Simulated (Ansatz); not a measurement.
**How the vibrations of Ag change with volume**

Method: DFT PBE, scalar-relativistic, plane waves, PAW in Ansatz. Settings: 420 eV plane-wave cutoff, Γ-centred 18×18×10 mesh, Fermi-Dirac smearing of 0.15 eV. No spin polarisation. Phonons by linear response, acoustic sum rule imposed.

Relaxed structure:
```
Ag
1.0
     2.93066    0.00000    0.00000
    -1.46533    2.53803    0.00000
     0.00000    0.00000    4.80934
Ag
2
Cartesian
  0.0000 1.6920 1.2023
  1.4653 0.8460 3.6070
```

In a metal, frequencies depend on the k mesh and the smearing, soft modes most.

Cells at 0.98 and 1.02 times the equilibrium volume were relaxed in shape and atoms; γ = −d ln ν / d ln V, modes matched by rank.

Task: Give the optical frequencies at Γ (cm⁻¹) at the three volumes and the mode Grüneisen parameters.

Result:
| 0.98 V | V | 1.02 V | γ | degeneracy |
| --- | --- | --- | --- | --- |
| 67 | 64 | 62 | 2.12 | 2 |
| 165 | 156 | 147 | 2.80 | 1 |

Task: What pressures hold the two strained cells, and what bulk modulus follows?

Result: 1.94 GPa at 0.98 V and -1.69 GPa at 1.02 V, so B = −dP/d ln V ≈ 91 GPa.

This form isn't the element's structure at ambient conditions.

Cost: 6 runs of about 3.2 core-minutes in all, on Intel Xeon 6975P-C (Granite Rapids) (shared hosts).